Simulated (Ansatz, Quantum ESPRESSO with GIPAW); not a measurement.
# Two fields, one site: δ_iso and P_Q of 43Ca in CaH2F4

The line of one Ca site of CaH2F4 (atom 1; CaF8; site symmetry 222) is simulated from calculated parameters (GIPAW shift with PBEsol, against aqueous Ca2+; field gradient by Ansatz). Under fast MAS the central transition of 43Ca (spin 7/2, |γ|/2π = 2.8689 MHz/T) has its centre of gravity at -27.13 ppm at 9.4 T and at -25.63 ppm at 20 T. The cell is the Fddd form of a database entry, atoms relaxed, static and at 0 K.

**Task.** Recover the isotropic shift and the quadrupolar product P_Q. What does that say of C_Q?

1. The centre of gravity is δ_cg = δ_iso − (3/40) F (P_Q/ν0)² × 10⁶, with F = [I(I+1) − 3/4]/[I²(2I−1)²] = 0.03401: a straight line in 1/ν0².

2. ν0 = 26.97 and 57.38 MHz, so 1/ν0² = 1.3750e-03 and 3.0374e-04 MHz⁻².

3. The slope is (-27.13 + 25.63) / (1.3750e-03 − 3.0374e-04) = -1.4002e+03 ppm MHz², and the intercept δ_iso = -25.63 − slope × 3.0374e-04 = -25.2 ppm.

4. P_Q = √(−slope / [(3/40) F × 10⁶]) = 0.74 MHz.

5. P_Q = |C_Q|√(1 + η²/3), so |C_Q| lies between 0.64 (η = 1) and 0.74 MHz (η = 0); the shape of the line settles η. The calculation has |C_Q| = 0.73 MHz, η_Q = 0.35 and δ_iso = -25.2 ppm. Reading the 9.4 T position as the shift would be off by -1.9 ppm.

[Hosts, paths, dates, database ids (printed as entryN), source tags and the programs' standing remarks are cut or masked in the printed files.]
